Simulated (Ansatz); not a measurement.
**Ta2N: freezing in a mode**

Aim: for Ta2N, trace the energy along mode 9.

Method: DFT PBEsol, scalar-relativistic, plane waves, PAW, in Ansatz 0.2.0.

2 further runs of the same task are left out: 2 set aside as unsound or not needed.

### Step 1. The structure to begin with

The structure is trigonal, space group P-3m1 (No. 164). The conventional cell has a = 3.079 Å, b = 3.079 Å, c = 4.823 Å, α = 90.00°, β = 90.00°, γ = 120.00°. Ta (site symmetry 3m) has 3 N at 2.16 Å as nearest neighbours. N (site symmetry -3m) is surrounded by 6 Ta at 2.16 Å.

As a file:

```cif
data_structure
_symmetry_space_group_name_H-M 'P-3m1'
_symmetry_Int_Tables_number 164
_cell_length_a 3.0786
_cell_length_b 3.0786
_cell_length_c 4.8233
_cell_angle_alpha 90.000
_cell_angle_beta 90.000
_cell_angle_gamma 120.000
_cell_volume 39.59
loop_
_atom_site_label
_atom_site_type_symbol
_atom_site_symmetry_multiplicity
_atom_site_Wyckoff_symbol
_atom_site_fract_x
_atom_site_fract_y
_atom_site_fract_z
_atom_site_occupancy
Ta1 Ta 2 d 0.66667 0.33333 0.74626 1
N1 N 1 a 0.00000 0.00000 0.00000 1
```

It goes back to an entry of the Materials Project, which need not be the stable form.

This cell was relaxed beforehand with the same method: volume 13.20 Å³/atom, gap on the mesh none (metal).

### Step 2. The reference cell

Reference values: F = -19994.2959 eV; pressure 0.01 GPa; largest force 0.003 eV/Å; gap on the mesh none (metal). It was computed beforehand with the settings of the runs below.

### Step 3. Setting up freezing in a mode

Mode 9 of the phonon run on this cell, counted from the lowest, is frozen in: each atom moves by x times its row below, so x is the largest displacement.

```
atom     ux     uy      uz
 Ta1  0.000  0.000  -0.039
 Ta2  0.000  0.000  -0.039
  N3  0.000  0.000   1.000
```

### Step 4. At x = -0.120 Å

Contents of input.yaml:

```yaml
crystal:
  lattice:
    - [3.0786153869, 0.0, 0.0]
    - [-1.5393076935, 2.6661591336, 0.0]
    - [0.0, 0.0, 4.823257178]
  atoms:
    - { symbol: Ta, position: [0.6666666667, 0.3333333333, 0.7472183953] }
    - { symbol: Ta, position: [0.3333333333, 0.6666666667, 0.2547074991] }
    - { symbol: "N", position: [0.0, 0.0, -0.0248794529] }
basis:
  ecutwfc: 420
kpoints:
  mp_grid: { grid: [18, 18, 10] }
hamiltonian:
  xc: pbesol
scf:
  occupations: { method: gaussian, width: 0.15 }
output:
  forces: true
  stress: true
  eigenvalues: true
```

On the command line:

```bash
$ ansatz run input.yaml --threads 2 --pin off --max-ram 5120MiB --backend cpu --events-out ev --progress --plain --runs-dir out
```

### Step 5. x = 0.090 Å

Contents of input.yaml:

```yaml
crystal:
  lattice:
    - [3.0786153869, 0.0, 0.0]
    - [-1.5393076935, 2.6661591336, 0.0]
    - [0.0, 0.0, 4.823257178]
  atoms:
    - { symbol: Ta, position: [0.6666666667, 0.3333333333, 0.7455332377] }
    - { symbol: Ta, position: [0.3333333333, 0.6666666667, 0.2530223415] }
    - { symbol: "N", position: [0.0, 0.0, 0.0186595897] }
basis:
  ecutwfc: 420
kpoints:
  mp_grid: { grid: [18, 18, 10] }
hamiltonian:
  xc: pbesol
scf:
  occupations: { method: gaussian, width: 0.15 }
output:
  forces: true
  stress: true
  eigenvalues: true
```

### Step 6. At x = -0.060 Å

Contents of input.yaml:

```yaml
crystal:
  lattice:
    - [3.0786153869, 0.0, 0.0]
    - [-1.5393076935, 2.6661591336, 0.0]
    - [0.0, 0.0, 4.823257178]
  atoms:
    - { symbol: Ta, position: [0.6666666667, 0.3333333333, 0.7467369217] }
    - { symbol: Ta, position: [0.3333333333, 0.6666666667, 0.2542260255] }
    - { symbol: "N", position: [0.0, 0.0, -0.0124397265] }
basis:
  ecutwfc: 420
kpoints:
  mp_grid: { grid: [18, 18, 10] }
hamiltonian:
  xc: pbesol
scf:
  occupations: { method: gaussian, width: 0.15 }
output:
  forces: true
  stress: true
  eigenvalues: true
```

### Step 7. x = 0.030 Å

Contents of input.yaml:

```yaml
crystal:
  lattice:
    - [3.0786153869, 0.0, 0.0]
    - [-1.5393076935, 2.6661591336, 0.0]
    - [0.0, 0.0, 4.823257178]
  atoms:
    - { symbol: Ta, position: [0.6666666667, 0.3333333333, 0.7460147113] }
    - { symbol: Ta, position: [0.3333333333, 0.6666666667, 0.2535038151] }
    - { symbol: "N", position: [0.0, 0.0, 0.0062198632] }
basis:
  ecutwfc: 420
kpoints:
  mp_grid: { grid: [18, 18, 10] }
hamiltonian:
  xc: pbesol
scf:
  occupations: { method: gaussian, width: 0.15 }
output:
  forces: true
  stress: true
  eigenvalues: true
```

### Step 8. x = 0.105 Å

Contents of input.yaml:

```yaml
crystal:
  lattice:
    - [3.0786153869, 0.0, 0.0]
    - [-1.5393076935, 2.6661591336, 0.0]
    - [0.0, 0.0, 4.823257178]
  atoms:
    - { symbol: Ta, position: [0.6666666667, 0.3333333333, 0.7454128693] }
    - { symbol: Ta, position: [0.3333333333, 0.6666666667, 0.2529019731] }
    - { symbol: "N", position: [0.0, 0.0, 0.0217695213] }
basis:
  ecutwfc: 420
kpoints:
  mp_grid: { grid: [18, 18, 10] }
hamiltonian:
  xc: pbesol
scf:
  occupations: { method: gaussian, width: 0.15 }
output:
  forces: true
  stress: true
  eigenvalues: true
```

### Step 9. Point x = 0.075 Å

Contents of input.yaml:

```yaml
crystal:
  lattice:
    - [3.0786153869, 0.0, 0.0]
    - [-1.5393076935, 2.6661591336, 0.0]
    - [0.0, 0.0, 4.823257178]
  atoms:
    - { symbol: Ta, position: [0.6666666667, 0.3333333333, 0.7456536061] }
    - { symbol: Ta, position: [0.3333333333, 0.6666666667, 0.2531427099] }
    - { symbol: "N", position: [0.0, 0.0, 0.0155496581] }
basis:
  ecutwfc: 420
kpoints:
  mp_grid: { grid: [18, 18, 10] }
hamiltonian:
  xc: pbesol
scf:
  occupations: { method: gaussian, width: 0.15 }
output:
  forces: true
  stress: true
  eigenvalues: true
```

### Step 10. Point x = 0.045 Å

Contents of input.yaml:

```yaml
crystal:
  lattice:
    - [3.0786153869, 0.0, 0.0]
    - [-1.5393076935, 2.6661591336, 0.0]
    - [0.0, 0.0, 4.823257178]
  atoms:
    - { symbol: Ta, position: [0.6666666667, 0.3333333333, 0.7458943429] }
    - { symbol: Ta, position: [0.3333333333, 0.6666666667, 0.2533834467] }
    - { symbol: "N", position: [0.0, 0.0, 0.0093297949] }
basis:
  ecutwfc: 420
kpoints:
  mp_grid: { grid: [18, 18, 10] }
hamiltonian:
  xc: pbesol
scf:
  occupations: { method: gaussian, width: 0.15 }
output:
  forces: true
  stress: true
  eigenvalues: true
```

### Step 11. Point x = 0.015 Å

Contents of input.yaml:

```yaml
crystal:
  lattice:
    - [3.0786153869, 0.0, 0.0]
    - [-1.5393076935, 2.6661591336, 0.0]
    - [0.0, 0.0, 4.823257178]
  atoms:
    - { symbol: Ta, position: [0.6666666667, 0.3333333333, 0.7461350797] }
    - { symbol: Ta, position: [0.3333333333, 0.6666666667, 0.2536241835] }
    - { symbol: "N", position: [0.0, 0.0, 0.0031099316] }
basis:
  ecutwfc: 420
kpoints:
  mp_grid: { grid: [18, 18, 10] }
hamiltonian:
  xc: pbesol
scf:
  occupations: { method: gaussian, width: 0.15 }
output:
  forces: true
  stress: true
  eigenvalues: true
```

(Steps that only read results are left out.)

Before running it: what results should come out? Wanted: harmonic wavenumber of the mode.

As calculated:

| quantity | value |
| --- | --- |
| harmonic wavenumber of the mode | 572 cm⁻¹ |
| the same from the force at an amplitude of 0.015 Å | 572 cm⁻¹ |

The force at the smallest amplitude gives 572 cm⁻¹ against 572 cm⁻¹ from the phonon run, so the curve is close to a parabola there. The undisturbed cell stays the lowest of the sampled points. Spin-orbit coupling is left out for Ta. Spin polarisation is off in the runs that give these values; a magnetic solution could lie lower.
